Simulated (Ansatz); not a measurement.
Isolated molecules relaxed with PBE0-D4/def2-TZVP in Ansatz; ΔE leaves out vibrations. CCSD(T)/CBS adds triple-zeta CCSD(T) − MP2 to the extrapolated MP2 energy (def2 sets, frozen cores). DFT in def2-TZVPP. For Cu outer-core shells are correlated without core-valence functions, which leaves a few kJ/mol of doubt a bond. Scalar relativity is left out up to krypton. One conformer a species, not always the lowest.

`C[Si](C)(C)[O][Cu]` + tert-butanol → `CC(C)(C)[O][Cu]` + trimethylsilanol  (ligand exchange at a Cu–O bond)

`C[Si](C)(C)[O][Cu]`:

Cartesian coordinates in Å:
```
C 1.358 -0.499 -0.988
Si 0.073 -0.053 0.309
C 0.026 1.810 0.505
C -1.600 -0.645 -0.309
O 0.438 -0.694 1.759
Cu 0.620 -2.417 2.170
H 1.144 -0.021 -1.949
H 1.391 -1.579 -1.160
H 2.356 -0.181 -0.671
H -0.727 2.102 1.242
H -0.215 2.304 -0.441
H 0.993 2.187 0.847
H -2.385 -0.416 0.417
H -1.871 -0.170 -1.257
H -1.602 -1.728 -0.473
```

`CC(C)(C)O`:

Cartesian coordinates in Å:
```
C 0.981 -1.055 0.010
C -0.134 -0.035 0.199
C 0.430 1.303 0.639
C -0.947 0.117 -1.080
O -0.988 -0.449 1.265
H 1.537 -1.182 0.941
H 0.571 -2.027 -0.280
H 1.677 -0.741 -0.772
H 0.983 1.189 1.574
H -0.379 2.017 0.805
H 1.104 1.707 -0.119
H -0.326 0.475 -1.904
H -1.763 0.825 -0.925
H -1.377 -0.844 -1.381
H -1.369 -1.299 1.028
```

`CC(C)(C)[O][Cu]`:

Cartesian coordinates in Å:
```
C 0.087 -0.977 1.035
C 0.163 -0.043 -0.170
C -0.895 -0.446 -1.199
C -0.077 1.397 0.275
O 1.397 -0.166 -0.818
Cu 2.906 0.225 0.077
H 0.292 -2.003 0.723
H -0.893 -0.946 1.521
H 0.842 -0.688 1.776
H -0.831 0.211 -2.070
H -1.903 -0.381 -0.782
H -0.716 -1.470 -1.531
H 0.012 2.070 -0.581
H -1.063 1.532 0.727
H 0.679 1.687 1.016
```

`C[Si](C)(C)O`:

Cartesian coordinates in Å:
```
C -0.419 1.322 -1.103
Si 0.025 -0.242 -0.177
C 1.538 0.072 0.876
C -1.402 -0.827 0.865
O 0.310 -1.482 -1.242
H 0.405 1.658 -1.740
H -0.649 2.136 -0.410
H -1.293 1.165 -1.740
H 2.391 0.389 0.268
H 1.831 -0.830 1.420
H 1.348 0.860 1.610
H -1.678 -0.077 1.611
H -1.147 -1.750 1.391
H -2.280 -1.025 0.245
H 1.020 -1.368 -1.873
```

```
             level  ΔE (kcal/mol)  difference from CCSD(T)/CBS
            PBE-D4            2.1                         -3.6
           BLYP-D4            2.1                         -3.6
         r2SCAN-D4            3.0                         -2.7
        r2SCAN0-D4            4.8                         -0.9
          BHLYP-D4            6.3                          0.6
           ωB97X-V            5.7                          0.0
           ωB97M-V            5.4                         -0.3
           r2SCANh            3.8                         -1.9
           LC-ωPBE            5.9                          0.2
       HF/def2-SVP            8.7                          3.0
     HF/def2-TZVPP            8.5                          2.8
    MP2/def2-TZVPP            6.6                          0.9
SCS-MP2/def2-TZVPP            7.2                          1.5
   CCSD/def2-TZVPP            6.5                          0.8
CCSD(T)/def2-TZVPP            5.9                          0.2
    CCSD/CBS(def2)            6.4                          0.7
       CCSD(T)/CBS            5.7                            0
```

Largest T1 diagnostic among the species: 0.029, so the coupled-cluster value is less sure than usual.

Leaving LDA and LC-ωPBE aside and taking each functional with its dispersion term where it has one, the values, not all of them listed here, spread over 4.4 kcal/mol, from revPBE-D4 to BHLYP-D4. LDA lies −1.1 kcal/mol from PBE without D4. In def2-TZVPP, CCSD(T) changes the Hartree–Fock value by −2.6 kcal/mol (the triples alone add −0.6 kcal/mol) and MP2 by −2.0 kcal/mol.

CCSD(T)/CBS has its own doubt, a few kJ/mol and more with outer-core shells, so smaller differences from it don't rank the levels.
